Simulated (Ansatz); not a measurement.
Input of an Ansatz 0.2.0 run:

input.yaml

```yaml
crystal:
  lattice:
    - [0.0, 2.2535006075, 2.2535006075]
    - [2.2535006075, 0.0, 2.2535006075]
    - [2.2535006075, 2.2535006075, 0.0]
  atoms:
    - { symbol: Ga, position: [0.0, 0.0, 0.0] }
    - { symbol: "N", position: [0.25, 0.25, 0.25] }
hamiltonian:
  xc: pbe
  pseudopotentials: { kind: paw }
kpoints:
  mp_grid: { grid: [7, 7, 7] }
scf:
  occupations: { method: fixed }
output:
  forces: true
  stress: true
elastic:
  mode: relaxed_ion
  stencil: two_point
```

Potentials or basis: Ansatz PAW.

Command:

```bash
$ ansatz run input.yaml --threads 2 --pin off --max-ram 5632MiB --backend cpu --events-out ev --progress --plain --runs-dir out
```

Task: What does it give for the elastic constants C11, C12, C44?

Result: 275, 154, 150 GPa.

Task: Predict the Voigt bulk modulus.

Result: 194 GPa.

Task: Estimate the band gap on the k mesh.

Result: 1.72 eV, direct.

Task: Predict the pressure.

Result: 5.0 GPa.

Elastic tensor in Voigt notation (GPa, in the Cartesian axes of the cell as first typed):
```
275 154 154   0   0   0
154 275 154   0   0   0
154 154 275   0   0   0
  0   0   0 150   0   0
  0   0   0   0 150   0
  0   0   0   0   0 150
```

Caveat: the cell is more than 3 GPa from zero pressure, which shifts response properties; odd divisions of the mesh miss points on the zone boundary, where band edges often lie, so the gap on the mesh can be too wide; the pressure holds a Pulay correction of +0.5 GPa for the finite cutoff.

**What was measured.**

A printed reference work, textbook reports, for a bulk crystal of GaN at 0 K: band gap 3.299 eV (direct).

Measured gap of GaN: 3.299 eV (direct; 0 K; a printed reference work, textbook). This calculation gives 1.72 eV (-1.58 eV). Spin-orbit coupling on Ga is left out. The value is that of PBE, without temperature or zero-point motion. Semilocal functionals fall short of measured gaps as a rule. The cell is a database's relaxed one, not the measured one, which moves gaps too.
